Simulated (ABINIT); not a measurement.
Crystal: La.

```
La
1.0
    -2.12383    2.12383    2.12383
     2.12383   -2.12383    2.12383
     2.12383    2.12383   -2.12383
La
1
Direct
  0.00000 0.00000 0.00000
```

This isn't the form of La at room conditions, which is double hcp.

| Property | Result |
| --- | --- |
| Program | ABINIT 10.8.3 (patched build) |
| Task | relaxation of cell and atoms |
| Functional | LDA |
| Potentials or basis | JTH PAW LDA v2.0 |
| Cutoff | 544 eV |
| k mesh | 7 × 7 × 7 |
| Occupations | fermi-dirac, width 0.05 eV |
| Spin | no spin polarisation |

At the start: pressure -3.5 GPa; volume 38.32 Å³/atom.

Problem. How do energy, volume and symmetry change on relaxing?

Solution. Over 5 steps the energy falls by 53.4 meV/atom and the volume is 33.85 Å³/atom (-11.7 %); space group Im-3m (No. 229, to 0.05 Å).

Step by step:
```csv
step,energy change (eV),largest force (eV/Å),pressure (GPa),volume (Å³)
1,0.0000,0.0000,-3.49,38.32
2,-0.0086,0.0000,-3.25,37.91
3,-0.0525,0.0000,0.57,33.31
4,-0.0534,0.0000,-0.05,33.90
5,-0.0534,0.0000,0.00,33.85
```

Final structure:
```cif
data_structure
_symmetry_space_group_name_H-M 'P 1'
_symmetry_Int_Tables_number 1
_cell_length_a 3.5295
_cell_length_b 3.5295
_cell_length_c 3.5295
_cell_angle_alpha 109.471
_cell_angle_beta 109.471
_cell_angle_gamma 109.471
_cell_volume 33.85
loop_
_atom_site_label
_atom_site_type_symbol
_atom_site_fract_x
_atom_site_fract_y
_atom_site_fract_z
_atom_site_occupancy
La1 La 0.00000 0.00000 0.00000 1
```
